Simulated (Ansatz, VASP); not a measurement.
# GaAs: VASP beside Ansatz, part 2 of 2

Aim: how closely do two programs agree when they are given the same cell, functional and k mesh? The structure shown is the end of the Ansatz relaxation below.

VASP 6.6.1 and Ansatz 0.2.0.

So far. Step 6 (VASP: single point, LDA, pair 2): The run ends at a pressure of -0.81 GPa, with forces up to 0.0040 eV/Å.

## (7) Comparison

What differs besides the data sets and the points named for the pairs above, as far as they apply: the data sets hold 28 valence electrons in Ansatz (on its PAW soft_1 files) and 18 in VASP. Total energies have different zeros and are not compared.

The two programs side by side:

| quantity | Ansatz | VASP | difference |
| --- | --- | --- | --- |
| pressure (GPa) | -1.10 | -0.81 | -0.29 |
| gap on the k mesh (eV) | 0.284 | 0.323 | -0.039 |

At this near-relaxed geometry the largest component of a force difference is 3 meV/Å. A gap on the mesh is an upper bound, since the band edges may lie between its points.

## (8) Ansatz: relaxation, LDA

This run makes the geometry at which the two programs are then compared. The cell compared in this pair holds 44.88 Å³, against 44.67 Å³ for the pair before.

The structure compared here is the end of the Ansatz relaxation.

Contents of input.yaml:

```yaml
crystal:
  lattice:
    - [0.0565127242, 2.8572410604, 2.7633440607]
    - [2.8572410604, 0.0565127242, 2.7633440607]
    - [2.9137537846, 2.9137537846, 0.0]
  atoms:
    - { symbol: Ga, position: [-0.0020763241, -0.0020763241, 0.0020763241] }
    - { symbol: As, position: [0.7520763241, 0.7520763241, 0.7479236759] }
  conventional_axes: [[0, 0, 1], [1, -1, 0], [1, 1, -1]]
kpoints:
  mp_grid: { grid: [20, 20, 20] }
hamiltonian:
  xc: lda
  pseudopotentials: { kind: paw, azcp: { folder: soft_1 }, xc_functional: pbe }
scf:
  occupations: { method: gaussian, width: 0.02 }
output:
  forces: true
  stress: true
  eigenvalues: true
relax:
  adjacent_minimum: "off"
  f_tol: 0.001
  max_steps: 60
  cell: { stress_tol: 0.01, fix: [a, angles] }
```

Started as:

```bash
$ ansatz run input.yaml --threads 4 --pin off --max-ram 10240MiB --backend cpu --events-out ev --progress --plain --runs-dir out
```

Numbers of over 12 decimals in the logs are rounded to 6 here.

What it wrote:

```text
[...]
Crystal: 2 atoms, lattice volume = 45.101 Å³
Basis set: ecut = 420 eV, 897 PW (Γ)
Bands: 18, of which v1, the nominal top of the filled ones, is band 14 counted from 1 (13 counted from 0)
Symmetry: 4 space group operations
[...]
k-points: 1166 of 8000 (time reversal used)
[...]
k-point 1165: bands = [... 10 lower, -2.5221, 0.9562, 4.6163, 5.0560, 8.6482, 9.2740, 17.7025, 17.9177]
--- Relaxed structure (3 steps of the walk, 3 accepted, 1 SCFs on fresh bases) ---
[...]
cell:  # Å, volume = 44.8850 Å³
    - [0.056560, 2.857194, 2.750185]
    - [2.857194, 0.056560, 2.750185]
    - [2.9137537846, 2.9137537846, 0.0]
  atoms:
    - { symbol: Ga, position: [-0.00274205, -0.00274205, 0.00274205] }
    - { symbol: As, position: [0.752742, 0.752742, 0.747258] }
[key lines of the parts left out:]
SCF converged after 6 iterations
Free energy (F): -8481.283391 eV
Fermi energy:    7.904738 eV
P = ⅓ Tr σ = -1.4278 GPa (-14.278 kbar)
```

## (9) VASP: single point, LDA, pair 3

The same cell, functional (in two slightly different forms), mesh and smearing now go to VASP, with its own data sets.

Contents of INCAR:

```
SYSTEM = GaAs
PREC = Accurate
ENCUT = 500
EDIFF = 1E-06
NELM = 120
ISMEAR = 0
SIGMA = 0.02
LREAL = .FALSE.
ALGO = Normal
GGA = CA
NBANDS = 15
LORBIT = 11
LWAVE = .FALSE.
LCHARG = .FALSE.
ISIF = 2
LASPH = .TRUE.
GGA_COMPAT = .FALSE.
EFERMI = MIDGAP
KPAR = 2
```

Contents of POSCAR:

```
GaAs
1.0
    0.0565597492      2.8571940354      2.7501852072
    2.8571940354      0.0565597492      2.7501852072
    2.9137537846      2.9137537846      0.0000000000
Ga As
1 1
Direct
    0.9972579520      0.9972579520      0.0027420480
    0.7527420480      0.7527420480      0.7472579520
```

Contents of KPOINTS:

```
Automatic mesh
0
Gamma
20 20 20
0 0 0
```

Potentials, in the order of the species: Ga_d and As (LDA family, release 64).

Started as:

```bash
$ mpirun -np 2 vasp_std
```

What it wrote:

```text
[... set-up lines as in an earlier step ...]
 entering main loop
       N       E                     dE             d eps       ncg     rms          rms(c)
DAV:   1     0.813046022150E+02    0.81305E+02   -0.88868E+03 35760   0.161E+03
DAV:   2    -0.331860051143E+01   -0.84623E+02   -0.80961E+02 39467   0.315E+02
DAV:   3    -0.974645189954E+01   -0.64279E+01   -0.64024E+01 43002   0.692E+01
DAV:   4    -0.984739981504E+01   -0.10095E+00   -0.10093E+00 41963   0.969E+00
[...]
DAV:  10    -0.962005901805E+01   -0.45784E-05   -0.40648E-05 53905   0.651E-02    0.222E-02
DAV:  11    -0.962006366178E+01   -0.46437E-05   -0.69085E-06 41413   0.411E-02    0.241E-03
DAV:  12    -0.962006354549E+01    0.11629E-06   -0.51004E-07 27857   0.107E-02
   1 F= -.96200635E+01 E0= -.96200635E+01  d E =-.304729E-26
```

Parts of OUTCAR (step 9):

```text
  Total       -0.5184501     -0.5184501      0.0801392     -0.6051070      0.0000000      0.0000000
  in kB      -18.5061613    -18.5061613      2.8605816    -21.5993944      0.0000000      0.0000000
  external PRESSURE =     -11.3839137 kB  Pullay stress =       0.0000000 kB

 POSITION                                       TOTAL-FORCE (eV/Angst)
 -----------------------------------------------------------------------------------
      2.91375      2.91375      5.48529        -0.000000     -0.000000     -0.004897
      4.37063      4.37063      4.14036         0.000000      0.000000      0.004897
 -----------------------------------------------------------------------------------
    total drift:                                0.000001      0.000001      0.000123

  FREE ENERGIE OF THE ION-ELECTRON SYSTEM (eV)
  ---------------------------------------------------
  free  energy   TOTEN  =        -9.6200635455 eV

  energy  without entropy=       -9.6200635455  energy(sigma->0) =       -9.62006355

[... 1 part as in an earlier step ...]

[... 2 further parts left out ...]
[key lines of the parts left out:]
E-fermi :   4.0915
```

The run ends at a pressure of -1.14 GPa, with forces up to 0.0049 eV/Å.

## (10) Comparison

What differs besides the data sets and the points named for the pairs above, as far as they apply: the data sets hold 28 valence electrons in Ansatz (on its PAW soft_1 files) and 18 in VASP. Total energies have different zeros and are not compared.

Both answers:

| quantity | Ansatz | VASP | difference |
| --- | --- | --- | --- |
| pressure (GPa) | -1.43 | -1.14 | -0.29 |
| gap on the k mesh (eV) | 0.248 | 0.278 | -0.030 |

At this near-relaxed geometry the largest component of a force difference is 4 meV/Å. A gap on the mesh is an upper bound, since the band edges may lie between its points.

## (11) Summary of results

* difference in gap on the k mesh (single point, LDA, pair 1): -0.043 eV
* difference in gap on the k mesh (single point, LDA, pair 2): -0.039 eV
* difference in gap on the k mesh (single point, LDA, pair 3): -0.030 eV

**Reading.** The difference in gap on the k mesh is -0.043 eV (single point, LDA, pair 1), within the 0.08 eV picked in this series as the mark of a large difference. The data sets hold unlike numbers of valence electrons (28 in Ansatz and 18 in VASP), so part of the differences comes from the potentials. 3 further runs of this series are not shown here. Such differences can come from data sets, numerical settings and the points named under the comparisons, not from the functional's error against experiment.

[Lines on the potential files, build, host, timing and source positions are cut from VASP's logs without a mark.]

[Logs are printed without paths, hosts, clocks, repeated set-up lines and the standing remarks that a program may print on its own settings, such as how far it seeks lower states.]

[Hosts, paths, dates, database ids (printed as entryN), source tags and the programs' standing remarks are cut or masked in the printed files.]
